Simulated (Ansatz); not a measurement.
# HfN: the cost of one run

Computed with Ansatz 0.2.0 (DFT PBEsol, scalar-relativistic, unless a step's input says otherwise).

## 1. The system as given

The structure is cubic, space group Fm-3m (No. 225). The conventional cell has a = 4.518 Å, b = 4.518 Å, c = 4.518 Å, α = 90.00°, β = 90.00°, γ = 90.00°. Hf (site symmetry m-3m) has 6 N at 2.26 Å as nearest neighbours. N (site symmetry m-3m) is surrounded by 6 Hf at 2.26 Å.

Coordinates:

```
Hf N
1.0
     0.00000    2.25900    2.25900
     2.25900    0.00000    2.25900
     2.25900    2.25900    0.00000
Hf N
1 1
Direct
  0.00000 0.00000 0.00000
  0.50000 0.50000 0.50000
```

Atoms are numbered in the order of the input: Hf1, N2.

## 2. After the deformation

Space group Fm-3m before, I4/mmm after.

## 3. Full-potential LAPW

The input, input.yaml:

```yaml
crystal:
  lattice:
    - [0.0, 2.259, 2.23641]
    - [2.259, 0.0, 2.23641]
    - [2.259, 2.259, 0.0]
  atoms:
    - { symbol: Hf, position: [0.0, 0.0, 0.0] }
    - { symbol: "N", position: [0.5, 0.5, 0.5] }
kpoints:
  mp_grid: { grid: [10, 10, 10] }
  band_path:
    path:
      - [0.0, 0.0, 0.0]
      - [0.0, 0.5, 0.5]
      - [0.25, 0.75, 0.5]
      - [0.0, 0.5, 0.0]
      - [0.0, 0.0, 0.0]
      - [0.5, 0.5, 0.0]
      - [0.3775380063, 0.6224619937, 0.0]
      - [-0.3775380063, 0.3775380063, 0.0]
      - [0.0, 0.0, 0.0]
    npoints: 5
scf:
  occupations: { method: fermi_dirac, width: 0.01 }
hamiltonian:
  xc: pbesol
  pseudopotentials: { kind: all_electron, lapw: { basis_error: 0.0005 } }
output:
  forces: true
  stress: true
  eigenvalues: true
```

Started as:

```
$ ansatz run input.yaml --threads 1 --pin off --max-ram 3072MiB --backend cpu --events-out ev --progress --plain --runs-dir out
```

**Question.** How long does this run take on 1 thread of Intel Xeon Platinum 8488C (Sapphire Rapids), shared host, and how much memory does it need?

About 21 s, with a peak of 0.52 GiB.
